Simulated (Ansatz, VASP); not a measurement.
# BN: VASP beside Ansatz, part 2 of 3

Wanted: the spread between two codes on one cell, functional and k mesh. The cell is taken from a series of runs on this material, whose earlier steps may have relaxed, scaled, displaced or heated it; both programs get it as it stands.

VASP 6.6.1 and Ansatz 0.2.0.

So far: Starting point; Ansatz: zone-centre phonons, LDA, pair 1.

### 3. VASP: zone-centre phonons, LDA, pair 1

Level of this step: LDA; plane waves and PAW (B, N) (VASP).

The same cell, functional (in two slightly different forms) and mesh now go to VASP, with its own data sets.

Lines of VASP's logs that name or quote its potential files are left out, and so is its time.

File INCAR:

```
SYSTEM = BN
PREC = Accurate
ENCUT = 600
EDIFF = 1E-08
NELM = 120
ISMEAR = 0
SIGMA = 0.01
LREAL = .FALSE.
ALGO = Normal
GGA = PW92
NBANDS = 10
LORBIT = 11
LWAVE = .FALSE.
LCHARG = .FALSE.
ISIF = 2
IBRION = 8
LEPSILON = .TRUE.
LASPH = .TRUE.
GGA_COMPAT = .FALSE.
EFERMI = MIDGAP
KPAR = 2
```

File POSCAR:

```
BN
1.0
    0.0557737557      1.7741020585      1.7741020585
    1.7741020585      0.0557737557      1.7741020585
    1.7741020585      1.7741020585      0.0557737557
B N
1 1
Direct
    0.0007657352      0.0007657352      0.0007657352
    0.2492342648      0.2492342648      0.2492342648
```

File KPOINTS:

```
Automatic mesh
0
Gamma
12 12 12
0 0 0
```

The projector-augmented-wave data sets are B and N (LDA family, release 64).

Started as:

```
$ mpirun -np 2 vasp_std
```

Numbers of over 12 decimals in the logs are rounded to 6 here.

The log of the run:

```text
[banner, memory and clock lines left out]
running    2 mpi-ranks, on    1 nodes
 distrk:  each k-point on    1 cores,    2 groups
 distr:  one band on    1 cores,    1 groups

 POSCAR found type information on POSCAR B N
 POSCAR found :  2 types and       2 ions
|                                                                             |
|               ----> ADVICE to this user running VASP <----                  |
|                                                                             |
|     You enforced a specific xc type in the INCAR file but a different       |
|     [... a line on the potential file left out ...]
|     I HOPE YOU KNOW WHAT YOU ARE DOING!                                     |
|                                                                             |

 LDA part: xc-table for (Slater(with rela. corr.)+PW92), standard interpolation
 POSCAR, INCAR and KPOINTS ok, starting setup
 FFT: planning ... GRIDC
 FFT: planning ... GRID_SOFT
 FFT: planning ... GRID
 WAVECAR not read
 entering main loop
       N       E                     dE             d eps       ncg     rms          rms(c)
DAV:   1     0.107003298799E+02    0.10700E+02   -0.56293E+03  3932   0.894E+02
DAV:   2    -0.201979000115E+02   -0.30898E+02   -0.29976E+02  4526   0.173E+02
DAV:   3    -0.206489060928E+02   -0.45101E+00   -0.45031E+00  4426   0.182E+01
DAV:   4    -0.206494138696E+02   -0.50778E-03   -0.50777E-03  4126   0.727E-01
DAV:   5    -0.206494143121E+02   -0.44247E-06   -0.44246E-06  4356   0.213E-02    0.713E+00
DAV:   6    -0.194797488108E+02    0.11697E+01   -0.33198E+00  3838   0.117E+01    0.343E+00
DAV:   7    -0.193270910347E+02    0.15266E+00   -0.14652E-01  4280   0.323E+00    0.189E+00
DAV:   8    -0.192925893596E+02    0.34502E-01   -0.55356E-02  4336   0.173E+00    0.227E-01
DAV:   9    -0.192924395725E+02    0.14979E-03   -0.86425E-04  4110   0.298E-01    0.887E-02
DAV:  10    -0.192924244853E+02    0.15087E-04   -0.44167E-05  4322   0.676E-02    0.146E-02
DAV:  11    -0.192924247618E+02   -0.27653E-06   -0.13754E-06  4208   0.956E-03    0.629E-03
DAV:  12    -0.192924247615E+02    0.29411E-09   -0.25219E-07  4220   0.361E-03    0.103E-03
DAV:  13    -0.192924247608E+02    0.67325E-09   -0.11757E-08  2400   0.999E-04
   1 F= -.19292425E+02 E0= -.19292425E+02  d E =0.000000E+00
 Linear response reoptimize wavefunctions to high precision
DAV:   1    -0.192924247609E+02   -0.11300E-09   -0.51860E-10  2614   0.241E-04
DAV:   2    -0.192924247609E+02    0.75033E-11   -0.12322E-11  2084   0.403E-05
 Linear response G [H, r] |phi>, progress :
  Direction:   1
       N       E                     dE             d eps       ncg     rms
RMM:   1    -0.353317624609E+02   -0.35332E+02   -0.11004E+01  8562   0.503E+01
RMM:   2    -0.307592638832E+02    0.45725E+01   -0.89194E-01  6022   0.861E+00
RMM:   3    -0.307582617027E+02    0.10022E-02   -0.29523E-03  6449   0.336E-01
RMM:   4    -0.307581440747E+02    0.11763E-03   -0.98843E-05  6717   0.185E-02
RMM:   5    -0.307581354279E+02    0.86468E-05   -0.64305E-06  6496   0.132E-03
RMM:   6    -0.307581348519E+02    0.57600E-06   -0.62485E-07  5403   0.181E-04
RMM:   7    -0.307581347966E+02    0.55323E-07   -0.11273E-07  4660   0.108E-04
RMM:   8    -0.307581347944E+02    0.21619E-08   -0.55420E-08  4628   0.107E-04
 Linear response G [H, r] |phi>, progress :
  Direction:   2
       N       E                     dE             d eps       ncg     rms
RMM:   1    -0.343429203485E+02   -0.34343E+02   -0.17350E+01  8842   0.475E+01
RMM:   2    -0.325434947081E+02    0.17994E+01   -0.61257E-01  6003   0.748E+00
RMM:   3    -0.325441338666E+02   -0.63916E-03   -0.22106E-03  6466   0.285E-01
RMM:   4    -0.325440212995E+02    0.11257E-03   -0.10481E-04  6900   0.154E-02
RMM:   5    -0.325440118216E+02    0.94779E-05   -0.64708E-06  6650   0.105E-03
RMM:   6    -0.325440112080E+02    0.61363E-06   -0.31673E-07  5539   0.153E-04
RMM:   7    -0.325440111601E+02    0.47887E-07    0.16034E-07  4846   0.102E-04
RMM:   8    -0.325440111601E+02    0.57838E-11    0.15957E-07  5056   0.102E-04
RMM:   9    -0.325440111601E+02   -0.13607E-10    0.15493E-07  4917   0.102E-04
RMM:  10    -0.325440111602E+02   -0.66287E-10    0.13001E-07  4397   0.102E-04
 Linear response G [H, r] |phi>, progress :
  Direction:   3
       N       E                     dE             d eps       ncg     rms
RMM:   1    -0.260867635007E+02   -0.26087E+02    0.66187E+01  8469   0.502E+01
RMM:   2    -0.251987603368E+02    0.88800E+00   -0.81125E-01  6036   0.821E+00
RMM:   3    -0.251982699776E+02    0.49036E-03   -0.22587E-03  6491   0.336E-01
RMM:   4    -0.251982221711E+02    0.47806E-04   -0.14197E-05  6828   0.196E-02
RMM:   5    -0.251982214456E+02    0.72550E-06    0.10764E-07  6565   0.140E-03
RMM:   6    -0.251982214674E+02   -0.21845E-07   -0.70465E-08  5540   0.178E-04
RMM:   7    -0.251982214753E+02   -0.78719E-08   -0.16179E-07  4717   0.976E-05
RMM:   8    -0.251982214733E+02    0.20476E-08   -0.21006E-07  4740   0.968E-05
RMM:   9    -0.251982214732E+02    0.27782E-10   -0.25666E-07  4483   0.968E-05
RMM:  10    -0.251982214731E+02    0.97032E-10   -0.27770E-07  3999   0.968E-05
 Linear response to external field (no local field effect), progress :
  Direction:   1
       N       E                     dE             d eps       ncg     rms          rms(c)
[...]
RMM:   4    -0.790787450127E-01   -0.81577E-09   -0.72881E-10  5669   0.172E-04
 change of polarisation eV/A/(eV/A) component  3 :     0.013    -0.040     0.158
 dielectric tensor                  component  3 :     0.221    -0.687     3.689
 Linear response to external field, progress :
  Direction:   1
       N       E                     dE             d eps       ncg     rms          rms(c)
RMM:   1    -0.107584294283E+00   -0.10758E+00   -0.30921E-01 21757   0.176E+00
RMM:   2    -0.107893159962E+00   -0.30887E-03   -0.21946E-04 15434   0.124E-01    0.541E-01
RMM:   3    -0.105818340737E+00    0.20748E-02   -0.87275E-04 15282   0.231E-01    0.317E-01
RMM:   4    -0.108926012928E+00   -0.31077E-02   -0.12320E-03 15665   0.274E-01    0.372E-02
RMM:   5    -0.109348441519E+00   -0.42243E-03   -0.11885E-05 15868   0.283E-02    0.436E-03
RMM:   6    -0.109376739042E+00   -0.28298E-04   -0.90399E-08 16112   0.266E-03    0.204E-03
RMM:   7    -0.109382989969E+00   -0.62509E-05   -0.39952E-09 16039   0.655E-04    0.292E-04
RMM:   8    -0.109384306516E+00   -0.13165E-05   -0.13443E-10 13875   0.114E-04    0.301E-05
RMM:   9    -0.109384358154E+00   -0.51639E-07    0.15836E-11  7442   0.262E-05    0.402E-06
 change of polarisation eV/A/(eV/A) component  1 :     0.207     0.033    -0.023
 dielectric tensor                  component  1 :     4.521     0.553    -0.384
 Linear response to external field, progress :
  Direction:   2
       N       E                     dE             d eps       ncg     rms          rms(c)
RMM:   1    -0.107583118534E+00   -0.10758E+00   -0.30920E-01 21751   0.176E+00
RMM:   2    -0.107893163886E+00   -0.31005E-03   -0.21745E-04 15436   0.124E-01    0.541E-01
RMM:   3    -0.105818368729E+00    0.20748E-02   -0.87241E-04 15276   0.231E-01    0.317E-01
RMM:   4    -0.108925976761E+00   -0.31076E-02   -0.12315E-03 15663   0.274E-01    0.372E-02
RMM:   5    -0.109348196709E+00   -0.42222E-03   -0.11853E-05 15867   0.282E-02    0.437E-03
RMM:   6    -0.109376776923E+00   -0.28580E-04   -0.98276E-08 16102   0.268E-03    0.204E-03
RMM:   7    -0.109383019598E+00   -0.62427E-05   -0.43911E-09 16040   0.655E-04    0.294E-04
RMM:   8    -0.109384343748E+00   -0.13242E-05   -0.11788E-10 13858   0.115E-04    0.301E-05
RMM:   9    -0.109384394419E+00   -0.50671E-07   -0.33265E-11  7415   0.262E-05    0.401E-06
 change of polarisation eV/A/(eV/A) component  2 :     0.020     0.207    -0.010
 dielectric tensor                  component  2 :     0.341     4.521    -0.173
 Linear response to external field, progress :
  Direction:   3
       N       E                     dE             d eps       ncg     rms          rms(c)
RMM:   1    -0.107583598792E+00   -0.10758E+00   -0.30920E-01 21752   0.176E+00
RMM:   2    -0.107893150677E+00   -0.30955E-03   -0.21895E-04 15442   0.124E-01    0.541E-01
RMM:   3    -0.105818355130E+00    0.20748E-02   -0.87269E-04 15279   0.231E-01    0.317E-01
RMM:   4    -0.108925986438E+00   -0.31076E-02   -0.12317E-03 15663   0.274E-01    0.372E-02
RMM:   5    -0.109348380098E+00   -0.42239E-03   -0.11876E-05 15862   0.283E-02    0.436E-03
RMM:   6    -0.109376760060E+00   -0.28380E-04   -0.91102E-08 16107   0.267E-03    0.204E-03
RMM:   7    -0.109383010110E+00   -0.62501E-05   -0.44055E-09 16034   0.655E-04    0.292E-04
RMM:   8    -0.109384327238E+00   -0.13171E-05   -0.28862E-10 13884   0.114E-04    0.301E-05
RMM:   9    -0.109384380456E+00   -0.53218E-07    0.46678E-12  7446   0.263E-05    0.402E-06
 change of polarisation eV/A/(eV/A) component  3 :     0.032    -0.022     0.207
 dielectric tensor                  component  3 :     0.547    -0.379     4.521
 Linear response DOF=           2
 Linear response progress:
  Degree of freedom:   1/  2
       N       E                     dE             d eps       ncg     rms          rms(c)
RMM:   1    -0.436665587022E-01   -0.43667E-01   -0.25692E-02 24477   0.138E+00
RMM:   2    -0.377822384835E-01    0.58843E-02    0.47616E-04 14701   0.248E-01    0.168E-01
RMM:   3    -0.377745197289E-01    0.77188E-05    0.16963E-04 15358   0.933E-02    0.932E-02
RMM:   4    -0.381192329171E-01   -0.34471E-03   -0.25208E-06 15282   0.102E-01    0.940E-03
RMM:   5    -0.381440288716E-01   -0.24796E-04    0.14733E-05 15713   0.685E-03    0.376E-03
RMM:   6    -0.381410165401E-01    0.30123E-05    0.71514E-06 15792   0.248E-03    0.536E-04
RMM:   7    -0.381399219040E-01    0.10946E-05    0.22631E-07 15888   0.346E-04    0.100E-04
RMM:   8    -0.381396146326E-01    0.30727E-06   -0.15725E-07 16105   0.102E-04    0.197E-05
RMM:   9    -0.381395933928E-01    0.21240E-07   -0.10274E-07 16555   0.117E-05    0.844E-07
RMM:  10    -0.381395960853E-01   -0.26925E-08   -0.12938E-07 10785   0.400E-06    0.334E-07
RMM:  11    -0.381396030895E-01   -0.70043E-08   -0.21503E-07  9860   0.420E-06    0.590E-08
 first order change of Fermi-energy   0.10007E+01
 force on displaced ion       1 direction 1 : -30.804   1.945   1.945
 Born effective charge ion    1 direction 1 :   1.842   0.027   0.027
 Linear response progress:
  Degree of freedom:   2/  2
       N       E                     dE             d eps       ncg     rms          rms(c)
RMM:   1    -0.232640069882E+00   -0.23264E+00    0.90794E-02 19364   0.334E+00
RMM:   2    -0.225542782137E+00    0.70973E-02   -0.20580E-03 14728   0.438E-01    0.254E-01
RMM:   3    -0.226499142392E+00   -0.95636E-03   -0.50688E-04 14288   0.179E-01    0.136E-01
RMM:   4    -0.228726690636E+00   -0.22275E-02   -0.46447E-04 13887   0.174E-01    0.246E-02
RMM:   5    -0.228808389986E+00   -0.81699E-04   -0.66845E-06 15865   0.245E-02    0.182E-03
RMM:   6    -0.228823823354E+00   -0.15433E-04   -0.37062E-07 15940   0.126E-03    0.394E-04
RMM:   7    -0.228820806630E+00    0.30167E-05    0.19064E-07 15941   0.319E-04    0.145E-04
RMM:   8    -0.228820907314E+00   -0.10068E-06    0.26135E-07 16137   0.121E-04    0.220E-05
RMM:   9    -0.228820834863E+00    0.72451E-07    0.30975E-07 16514   0.217E-05    0.280E-06
RMM:  10    -0.228820814118E+00    0.20745E-07    0.30375E-07 14745   0.829E-06    0.715E-07
RMM:  11    -0.228820814375E+00   -0.25662E-09    0.30556E-07 11595   0.776E-06    0.102E-07
RMM:  12    -0.228820814855E+00   -0.48055E-09    0.29944E-07  7874   0.753E-06    0.249E-08
 first order change of Fermi-energy  -0.10001E+01
 force on displaced ion       2 direction 1 : -30.808   1.945   1.945
 Born effective charge ion    2 direction 1 :  -1.842  -0.027  -0.027
 Born effective charges drift removed
 Linear response finished
```

OUTCAR, selected parts (step 3):

```text
ion  position               nearest neighbor table
   1  0.001  0.001  0.001-   2 1.50   2 1.50   2 1.50   2 1.55
   2  0.249  0.249  0.249-   1 1.50   1 1.50   1 1.50   1 1.55

  LATTYP: Found a trigonal (rhomboedric) cell.
 ALAT       =     2.5095790364
 COS(alpha) =     0.5311752494

 Subroutine GETGRP returns: Found  6 space group operations
 (whereof  6 operations were pure point group operations)

The static configuration has the point symmetry C_3v.

 Found    189 irreducible k-points:

   k-points           NKPTS =    189   k-points in BZ     NKDIM =    189   number of bands    NBANDS=     10

   dimension x,y,z NGX =    20 NGY =   20 NGZ =   20
   dimension x,y,z NGXF=    40 NGYF=   40 NGZF=   40

   ENCUT  =  600.0 eV  44.10 Ry    6.64 a.u.   5.01  5.01  5.01*2*pi/ulx,y,z

   NELECT =       8.0000    total number of electrons

 k-points in reciprocal lattice and weights: Automatic mesh
   0.00000000  0.00000000  0.00000000       0.001
   0.08333333  0.00000000  0.00000000       0.003
   0.16666667  0.00000000 -0.00000000       0.003
   0.25000000  0.00000000  0.00000000       0.003
   0.33333333  0.00000000  0.00000000       0.003
   0.41666667  0.00000000  0.00000000       0.003
   0.50000000  0.00000000  0.00000000       0.002
   0.08333333  0.08333333 -0.00000000       0.003
   0.16666667  0.08333333  0.00000000       0.007
[...]
-0.41666667  0.50000000  0.41666667       0.003
   0.50000000  0.50000000  0.50000000       0.001

 average (electrostatic) potential at core
       1 -28.1223       2 -58.8736

  Total        2.3964817      2.3964817      2.3964817     -1.1809767     -1.1809767     -1.1809767
  in kB      360.8197505    360.8197505    360.8197505   -177.8105379   -177.8105379   -177.8105379
  external PRESSURE =     360.8197505 kB  Pullay stress =       0.0000000 kB

  energy-cutoff  :      600.00
  volume of cell :       10.64
      direct lattice vectors                 reciprocal lattice vectors
     0.055773756  1.774102059  1.774102059    -0.295483584  0.286477383  0.286477383
     1.774102059  0.055773756  1.774102059     0.286477383 -0.295483584  0.286477383
     1.774102059  1.774102059  0.055773756     0.286477383  0.286477383 -0.295483584

 POSITION                                       TOTAL-FORCE (eV/Angst)
 -----------------------------------------------------------------------------------
      0.00276      0.00276      0.00276         0.006727      0.006727      0.006727
      0.89823      0.89823      0.89823        -0.006727     -0.006727     -0.006727
 -----------------------------------------------------------------------------------
    total drift:                                0.000023      0.000023      0.000024

 MACROSCOPIC STATIC DIELECTRIC TENSOR (including local field effects in DFT)
 ------------------------------------------------------
           4.521261     0.084173     0.084173
           0.084173     4.521261     0.084173
           0.084173     0.084173     4.521261
 ------------------------------------------------------

 PIEZOELECTRIC TENSOR (including local field effects)  for field in x, y, z        (C/m^2)
          XX          YY          ZZ          XY          YZ          ZX
  --------------------------------------------------------------------------------
  x     0.02716    -0.03381    -0.03381    -0.01716    -1.03346    -0.01716
  y    -0.03381     0.02716    -0.03381    -0.01716    -0.01716    -1.03346
  z    -0.03381    -0.03381     0.02716    -1.03346    -0.01716    -0.01716

 BORN EFFECTIVE CHARGES (including local field effects) (in |e|, cummulative output)
 ---------------------------------------------------------------------------------
 ion    1
    1     1.84165     0.02689     0.02689
    2     0.02689     1.84165     0.02689
    3     0.02689     0.02689     1.84165
 ion    2
    1    -1.84165    -0.02689    -0.02689
    2    -0.02689    -1.84165    -0.02689
    3    -0.02689    -0.02689    -1.84165

 Eigenvectors and eigenvalues of the dynamical matrix
 ----------------------------------------------------

   1 f  =   36.222386 THz   227.591965 2PiTHz 1208.248747 cm-1   149.803685 meV
             X         Y         Z           dx          dy          dz
      0.002760  0.002760  0.002760     0.531156   -0.531156   -0.000000
      0.898235  0.898235  0.898235    -0.466769    0.466769   -0.000000

   2 f  =   36.222386 THz   227.591965 2PiTHz 1208.248747 cm-1   149.803685 meV
             X         Y         Z           dx          dy          dz
      0.002760  0.002760  0.002760    -0.306663   -0.306663    0.613326
      0.898235  0.898235  0.898235     0.269489    0.269489   -0.538979

   3 f  =   32.837941 THz   206.326870 2PiTHz 1095.355814 cm-1   135.806751 meV
             X         Y         Z           dx          dy          dz
      0.002760  0.002760  0.002760    -0.433687   -0.433687   -0.433687
      0.898235  0.898235  0.898235     0.381116    0.381116    0.381116

   4 f/i=    0.001040 THz     0.006535 2PiTHz    0.034693 cm-1     0.004301 meV
             X         Y         Z           dx          dy          dz
      0.002760  0.002760  0.002760     0.381116    0.381116    0.381116
      0.898235  0.898235  0.898235     0.433687    0.433686    0.433687

   5 f/i=    0.001114 THz     0.007000 2PiTHz    0.037163 cm-1     0.004608 meV
             X         Y         Z           dx          dy          dz
      0.002760  0.002760  0.002760     0.415262   -0.505191    0.089928
      0.898235  0.898235  0.898235     0.472543   -0.574877    0.102333

   6 f/i=    0.001114 THz     0.007000 2PiTHz    0.037163 cm-1     0.004608 meV
             X         Y         Z           dx          dy          dz
      0.002760  0.002760  0.002760    -0.343592   -0.187831    0.531423
      0.898235  0.898235  0.898235    -0.390987   -0.213741    0.604728

 MACROSCOPIC STATIC DIELECTRIC TENSOR IONIC CONTRIBUTION
 ------------------------------------------------------
           1.896547     0.186587     0.186587
           0.186587     1.896547     0.186587
           0.186587     0.186587     1.896547
 ------------------------------------------------------

 ELASTIC MODULI CONTR FROM IONIC RELAXATION (kBar)
 Direction    XX          YY          ZZ          XY          YZ          ZX
 --------------------------------------------------------------------------------
 XX         -37.1423    -35.5478    -35.5478     18.1460     41.7942     17.7304
 YY         -35.5478    -37.1423    -35.5478     17.7304     18.1460     41.7942
 ZZ         -35.5478    -35.5478    -37.1423     41.7942     17.7304     18.1460
 XY          18.1460     17.7304     41.7942   -256.5742    100.4193    100.4193
 YZ          41.7942     18.1460     17.7304    100.4193   -256.5742    100.4193
 ZX          17.7304     41.7942     18.1460    100.4193    100.4193   -256.5742
 --------------------------------------------------------------------------------

 PIEZOELECTRIC TENSOR IONIC CONTR  for field in x, y, z        (C/m^2)
          XX          YY          ZZ          XY          YZ          ZX
  --------------------------------------------------------------------------------
  x    -0.18822    -0.13908    -0.13908    -0.12707     0.60163    -0.13988
  y    -0.13908    -0.18822    -0.13908    -0.13988    -0.12707     0.60163
  z    -0.13908    -0.13908    -0.18822     0.60163    -0.13988    -0.12707
```

### 4. Side by side

Known differences besides the potentials themselves: fixed occupations in Ansatz, narrow Gaussian smearing in VASP; the cutoff is 420 eV in Ansatz and 600 eV in VASP; VASP's log shows a relativistic correction to its local exchange, Ansatz's none. Total energies have different zeros and are not compared.

Compared:

```tsv
quantity	Ansatz	VASP	difference
ε∞ xx	4.53	4.52	+0.10 %
ε∞ yy	4.53	4.52	+0.10 %
ε∞ zz	4.53	4.52	+0.10 %
Born charge of B1 (mean of the diagonal) (e)	1.85	1.84	0.00
Born charge of N2 (mean of the diagonal) (e)	-1.85	-1.84	0.00
optical mode 1 (cm⁻¹)	1092.1	1095.4	-0.30 %
optical mode 2 to 3 (cm⁻¹)	1205.9	1208.2	-0.20 %
```

Modes are paired by rising frequency, not by their patterns, so a pair may set unlike modes beside each other; they are those without the splitting of longitudinal modes.

[end of part 2 of 3]

[Lines on the potential files, build, host, timing and source positions are cut from VASP's logs without a mark.]

[Logs are printed without paths, hosts, clocks, repeated set-up lines and the standing remarks that a program may print on its own settings, such as how far it seeks lower states.]

[Hosts, paths, dates, database ids (printed as entryN), source tags and the programs' standing remarks are cut or masked in the printed files.]
